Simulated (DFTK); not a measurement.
ZrC in DFTK: the effect of Hubbard term

ZrC:

```
Zr C
1.0
     0.00000    2.36500    2.36500
     2.36500    0.00000    2.36500
     2.36500    2.36500    0.00000
Zr C
1 1
Direct
  0.50000 0.50000 0.50000
  0.00000 0.00000 0.00000
```

Alike in all runs:

- Program: DFTK 0.8.2
- Task: single point
- Functional: PBEsol
- Potentials or basis: dojo.nc.sr.pbesol.v0_4_1.standard.upf (PBEsol)
- Cutoff: 1116 eV
- k mesh: 5 × 5 × 5
- Occupations: fermi-dirac, width 0.05 eV
- Spin: no spin polarisation
- Start of the occupations: half filled (the program's default)
- Valence electrons: C 4, Zr 12
- SCF tolerance on the density: 1e-06
- Symmetries used: no

```tsv
Hubbard term	pressure (GPa)
Zr d U = 0 eV	?
Zr d U = 1.5 eV	-5.9
Zr d U = 3 eV	-3.6
Zr d U = 4.5 eV	-1.2
Zr d U = 6 eV	1.5
Zr d U = 8 eV	5.6
```

What does the run with Hubbard term Zr d U = 0 eV give?

Pressure -8.4 GPa.

Worked out: A parabola through the other rows of the pressure, of slope 1.21 GPa per eV there, extrapolates to -7.8 GPa, against the run's -8.4.

Caveats: all runs use coarse meshes; the Hubbard orbitals reach further out than in other programs, which can move energies by up to some tens of meV an atom; U without spin polarisation on a metal has little footing; the U is typed as a test and isn't derived for this compound.
